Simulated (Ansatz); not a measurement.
Tm:

```
Tm
1.0
    -1.97055    1.97055    1.97055
     1.97055   -1.97055    1.97055
     1.97055    1.97055   -1.97055
Tm
1
Cartesian
  0.0000 0.0000 0.0000
```

This isn't the form of Tm at room conditions, which is hcp.

A run of Ansatz 0.2.0 on this cell left the log below. Logs are shortened: lines on timing, memory, paths and dates and some standing lists are left out, and cuts for length are marked.

```text
Warning: RAYON_NUM_THREADS=2 ignored (pool sized by the plan → 2); use --threads N
Engine: ansatz 0.2.0, x86_64-unknown-linux-gnu
Pseudopotentials: kind: paw
Pseudopotential: Tm, paw, valence charge 23, recommended cutoff 420 eV (normal), Tm.paw.azcp
Functional definition: PBE
  parameter kappa = 0.804
  parameter beta = 0.06672455060314922
  exchange = pbe_x(kappa = kappa, mu = beta*pi^2/3)
  correlation = pbe_c(beta = beta)
Crystal: 1 atoms, lattice volume = 30.607 Å³
Basis set: ecut = 420 eV, 603 PW (Γ), exchange–correlation on 48×48×48 points (8 copies of the dense FFT grid, shifted against one another)
Bands: 16, of which v1, the nominal top of the filled ones, is band 12 counted from 1 (11 counted from 0)
Symmetry: 48 space group operations
Space group: Im-3m (ITA 229), of the structure as read, at distance tolerance 3.1e-5 Å
k-points: 47 of 1000
Non-local potential: Tm, projectors of the file, l = 0: 3, l = 1: 2, l = 2: 2, l = 3: 3
PAW form: soft (Blöchl's): semilocal exchange-correlation on the pseudo side does not see the compensation charge
PAW one-centre angular grid: Tm, 590 points (default); XC on 64 Gauss nodes
Initial density: superposition of atomic densities (neutral atoms: chi_scale 0, normalization atom), corrected by the library's trained network
Initial wavefunctions: pseudopotential atomic-orbital guess
Functional: x = pbe(κ = 0.804, μ = 0.2195149727645171), c = pbe(β = 0.06672455060314922)
SCF iter   1: F=—  HF=-12911.305136 eV  |F-HF|=—  |Δ(HF+E_count)|=         —  Δρ=2.17e-2  dr2=9.18e-2  ethr=1.77e-3  ⟨swp⟩=5.9  Hψ=3994  notcnv=0
preconditioner: auto → Kerker (q_TF=auto, 2.601 Å⁻¹)  [metal: Δε(μ)=0.012 eV  Ē_g=9.987 eV  σ=0.050 eV  W_gap=0.06  n_scr=12 (ndim 8)  ℏωp=30.8 eV  f_vac=0.000  D(μ)=14.12/eV (n_scr^D=380)]
SCF iter   2: F=—  HF=-12911.297803 eV  |F-HF|=—  |Δ(HF+E_count)|=   7.33e-3  Δρ=1.02e-2  dr2=2.15e-2  ethr=3.99e-4  ⟨swp⟩=1.5  Hψ=1332  notcnv=0
SCF iter   3: F=—  HF=-12911.295769 eV  |F-HF|=—  |Δ(HF+E_count)|=   2.03e-3  Δρ=2.26e-3  dr2=1.48e-3  ethr=9.37e-5  ⟨swp⟩=1.3  Hψ=795  notcnv=0
SCF iter   4: F=—  HF=-12911.295808 eV  |F-HF|=—  |Δ(HF+E_count)|=   3.86e-5  Δρ=2.13e-4  dr2=1.55e-5  ethr=6.44e-6  ⟨swp⟩=2.1  Hψ=1160  notcnv=0
SCF iter   5: F=—  HF=-12911.295830 eV  |F-HF|=—  |Δ(HF+E_count)|=   2.18e-5  Δρ=2.48e-4  dr2=9.38e-6  ethr=6.73e-8  ⟨swp⟩=2.6  Hψ=1338  notcnv=0
SCF iter   6: F=—  HF=-12911.295819 eV  |F-HF|=—  |Δ(HF+E_count)|=   1.07e-5  Δρ=1.05e-4  dr2=1.32e-6  ethr=4.08e-8  ⟨swp⟩=2.3  Hψ=1196  notcnv=0
SCF iter   7: F=—  HF=-12911.295821 eV  |F-HF|=—  |Δ(HF+E_count)|=   1.46e-6  Δρ=2.00e-5  dr2=6.68e-8  ethr=4.35e-10  ⟨swp⟩=6.3  Hψ=4829  notcnv=0
SCF iter   8: F=-12911.295821 eV  HF=-12911.295821 eV  |F-HF|=1.02e-7  |Δ(HF+E_count)|=   3.40e-8  Δρ=1.27e-5  dr2=3.73e-8  ethr=2.90e-10  ⟨swp⟩=7.1  Hψ=4127  notcnv=0
SCF 1 converged in 8 iterations: F = -12911.295821 eV  dr2 = 3.73e-8
  greatest PAW one-centre occupation: 0.998 electrons in one spin orbital (limit 2), on the Tm atom at site 0 (counted from 0), in its partial waves of l = 0
SCF converged after 8 iterations
Free energy (F): -12911.295821 eV
Harris-Foulkes:  -12911.295821 eV  (|F-HF|=1.02e-7)
Internal energy: -12911.159043 eV  (E = F + TS)
E sigma→0 (E₀):  -12911.227432 eV
Entropy (-TS):   -0.136777 eV (-136.777 meV/atom)
Fermi energy:    12.177139 eV
--- Per-component energies (eV) ---
  E_band       = 36.911720
  E_kinetic    = 353.692122
  E_local      = -6063.189078  (includes V_loc(G=0)·N_el)
  E_nonlocal   = 1500.131503
  E_hartree    = 2551.439850
  E_xc         = -166.163593
  E_vxc        = -195.493850  (∫ρ·V_xc dr)
  E_paw        = -7570.089417  (= ΣΔE_a)
  E_vpaw       = -661.089841  (= ΣTr[D̂ρ^β])
  E_aug_tail   = -0.000025  (compensation charges beyond the density's cutoff)
  E_ewald      = -3516.980406
  E_smearing   = -0.136777  (= −TS)
  E_closure    = 0.000000  (closes the sum)
  Σ components = -12911.295821   (vs F -12911.295821, Δ=0.00e0)
--- Forces (eV/Å), atoms counted from 1 ---
  atom   1  Tm     0.00000000    -0.00000000     0.00000000
  max |Σ_I F_I| component: 1.84e-30 eV/Å
--- Stress (GPa, compression-positive) ---
        2.644805      -0.000000       0.000000
        0.000000       2.644805       0.000000
       -0.000000       0.000000       2.644805
  P = ⅓ Tr σ = 2.6448 GPa (26.448 kbar)
--- Band table (eV; the first three rows and the last of 47) ---
  k-point 0: bands = ["-37.4861", "-10.5803", "-10.5803", "-10.5803", "7.0041", "11.9029", "11.9029", "11.9029", "12.0850", "12.0850", "12.0850", "12.1416", "15.3509", "15.3509", "15.3509", "17.5577"]
  k-point 1: bands = ["-37.4817", "-10.6462", "-10.6004", "-10.5807", "7.2995", "11.9021", "11.9067", "11.9117", "12.0726", "12.0783", "12.0792", "12.1236", "15.1184", "15.2128", "15.6689", "17.2298"]
  k-point 2: bands = ["-37.4701", "-10.8141", "-10.6527", "-10.5817", "8.1153", "11.9021", "11.9135", "11.9385", "12.0440", "12.0444", "12.0686", "12.1073", "14.5861", "14.6027", "16.5776", "17.0841"]
  k-point 46: bands = ["-37.4047", "-11.0270", "-11.0270", "-11.0270", "11.3624", "11.3624", "11.9150", "11.9632", "11.9632", "11.9632", "12.1105", "12.1105", "12.1105", "18.7674", "18.7674", "18.7674"]
```

Problem. What input gives this log?

Solution. Single point with PBE, no spin polarisation. The files as run (others can give the same):

input.yaml
```yaml
crystal:
  lattice:
    - [-1.9705499473, 1.9705499473, 1.9705499473]
    - [1.9705499473, -1.9705499473, 1.9705499473]
    - [1.9705499473, 1.9705499473, -1.9705499473]
  atoms:
    - { symbol: Tm, position: [0.0, 0.0, 0.0] }
hamiltonian:
  xc: pbe
  pseudopotentials: { kind: paw }
kpoints:
  mp_grid: { grid: [10, 10, 10] }
scf:
  occupations: { method: fermi_dirac, width: 0.05 }
output:
  forces: true
  stress: true
  eigenvalues: true
```

Potentials or basis: Ansatz PAW.
Run with:
```sh
$ ansatz run input.yaml --threads 2 --pin off --max-ram 5632MiB --backend cpu --events-out ev --progress --plain --runs-dir out
```
